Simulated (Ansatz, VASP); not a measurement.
Al2O3 in VASP and in Ansatz

Contents of INCAR:

```
SYSTEM = Al2O3
PREC = Accurate ; ENCUT = 600
EDIFF = 1E-6 ; ISMEAR = 0
SIGMA = 0.01 ; LREAL = .False.
LASPH = .True. ; NELM = 60
ALGO = Fast ; ISIF = 3
LWAVE = .False. ; LCHARG = .False.
GGA = PE ; IBRION = 2
NSW = 80 ; EDIFFG = -0.005
```

File KPOINTS:

```
Automatic mesh
0
Gamma
  6 6 6
  0 0 0
```

File POSCAR:

```
Al2O3
1.0
    2.3802500000      1.3742379782      4.3318666667
   -2.3802500000      1.3742379782      4.3318666667
    0.0000000000     -2.7484759565      4.3318666667
Al O
4 6
Direct
    0.3521600000      0.3521600000      0.3521600000
    0.1478400000      0.1478400000      0.1478400000
    0.6478400000      0.6478400000      0.6478400000
    0.8521600000      0.8521600000      0.8521600000
    0.5566800000      0.9433200000      0.2500000000
    0.2500000000      0.5566800000      0.9433200000
    0.9433200000      0.2500000000      0.5566800000
    0.4433200000      0.0566800000      0.7500000000
    0.7500000000      0.4433200000      0.0566800000
    0.0566800000      0.7500000000      0.4433200000
```

Input for Ansatz:

```yaml
crystal:
  lattice:
    - [2.38025, 1.3742379782, 4.3318666667]
    - [-2.38025, 1.3742379782, 4.3318666667]
    - [0.0, -2.7484759565, 4.3318666667]
  atoms:
    - { symbol: Al, position: [0.35216, 0.35216, 0.35216] }
    - { symbol: Al, position: [0.14784, 0.14784, 0.14784] }
    - { symbol: Al, position: [0.64784, 0.64784, 0.64784] }
    - { symbol: Al, position: [0.85216, 0.85216, 0.85216] }
    - { symbol: O, position: [0.55668, 0.94332, 0.25] }
    - { symbol: O, position: [0.25, 0.55668, 0.94332] }
    - { symbol: O, position: [0.94332, 0.25, 0.55668] }
    - { symbol: O, position: [0.44332, 0.05668, 0.75] }
    - { symbol: O, position: [0.75, 0.44332, 0.05668] }
    - { symbol: O, position: [0.05668, 0.75, 0.44332] }
scf:
  occupations: { method: fixed }
output:
  forces: true
  stress: true
  eigenvalues: true
kpoints:
  mp_grid: { grid: [6, 6, 6] }
hamiltonian:
  xc: pbe
relax:
  f_tol: 0.005
  cell: { stress_tol: 0.05 }
```

Alike in both runs: task relaxation of cell and atoms; functional PBE; k mesh 6 × 6 × 6; no spin polarisation.

|  | VASP | Ansatz |
| --- | --- | --- |
| version | VASP 6.6.1 | Ansatz 0.2.0 |
| potentials or method | VASP PAW PBE potentials, release 64 (Al, O) | scalar-relativistic, plane waves, PAW |
| plane-wave cutoff (eV) | 600 | 420 |
| occupations | gaussian, width 0.01 eV | fixed |
| valence electrons in the cell | 48 | 48 |

```tsv
	VASP	Ansatz	Ansatz less VASP
gap on the k mesh at the Fermi level, each at its own relaxed structure (eV)	5.87	5.85	-0.016
relaxed volume (Å³/atom)	8.75	8.76	+0.014
relaxed cell length with the largest relative difference (Å)	5.178	5.181	+0.0029
energy change over the relaxation (meV/atom)	-5	-6	-0.7
```

PBE usually gives volumes a little too large and moduli too small. Zero-point motion and thermal expansion aren't in these numbers.
